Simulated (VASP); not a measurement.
**In: equation of state with PBE**

The system is In.

```
In
1.0
    -1.88253    1.88253    1.88253
     1.88253   -1.88253    1.88253
     1.88253    1.88253   -1.88253
In
1
Direct
  0.00000 0.00000 0.00000
```

This isn't the form of In at room conditions, which is tetragonal.

```yaml
Program: VASP 6.6.1
Task: equation of state
Functional: PBE
Potentials_or_basis: VASP PAW PBE potentials, release 64 (In_d)
Cutoff: 520 eV
k_mesh: 10 × 10 × 10
Occupations: fermi-dirac, width 0.05 eV
Spin: no spin polarisation
```

```
Equilibrium volume                      : 27.83 Å³/atom
Bulk modulus                            : 34 GPa
Pressure derivative of the bulk modulus : 4.8
```

Energy against volume, from the lowest point:
```tsv
volume (Å³/atom)	energy (meV/atom)
25.085	34.57
25.618	21.53
26.152	11.91
26.686	5.32
27.220	1.44
27.753	0.00
28.287	0.74
```

All runs of the series together: 58 s on 1 thread of Intel(R) Xeon(R) Platinum 8488C (Sapphire Rapids), on a shared host.
